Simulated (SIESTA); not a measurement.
Si:

```
CELL_PARAMETERS angstrom
0.00000 2.72185 2.72185
2.72185 0.00000 2.72185
2.72185 2.72185 0.00000
ATOMIC_POSITIONS crystal
Si 0.50000 0.50000 0.50000
Si 0.75000 0.75000 0.75000
```

```yaml
Program: SIESTA 5.4.2
Task: single point
Functional: PBE
Potentials_or_basis: PseudoDojo 0.4 standard (PBE files)
Basis: DZP (energy shift 0.003 Ry)
Grid_cutoff: 500 Ry
Energy_shift: 0.003 Ry
k_mesh: 8 × 8 × 8
Occupations: fermi-dirac, width 0.05 eV
Spin: no spin polarisation
```

On this cell: pressure 2.6 GPa; largest force zero by symmetry; band gap on the k mesh 0.62 eV, indirect (least direct gap 2.55 eV).

The same run follows on a disturbed copy (atoms moved at random, drawn with an rms of 0.05 Å):

```
Si
1.0
     0.00000    2.72185    2.72185
     2.72185    0.00000    2.72185
     2.72185    2.72185    0.00000
Si
2
Direct
  0.50931 0.48936 0.50317
  0.74387 0.75191 0.74386
```

Problem. What does the disturbed cell give?

Solution. The energy moves by +16.5 meV/atom; pressure 2.7 GPa; largest force 0.957 eV/Å; band gap on the k mesh 0.22 eV, indirect (least direct gap 2.02 eV).

Forces on the atoms (eV/Å):
```
Si   0.105 -0.947 -0.089
Si  -0.105  0.947  0.089
```

Stress tensor (GPa, compression positive):
```
 2.85  0.28  2.89
 0.28  2.54 -0.33
 2.89 -0.33  2.85
```

Caveats: the basis of atomic orbitals isn't converged, which shifts pressures, moduli and gaps.

A k mesh can miss the band edges.
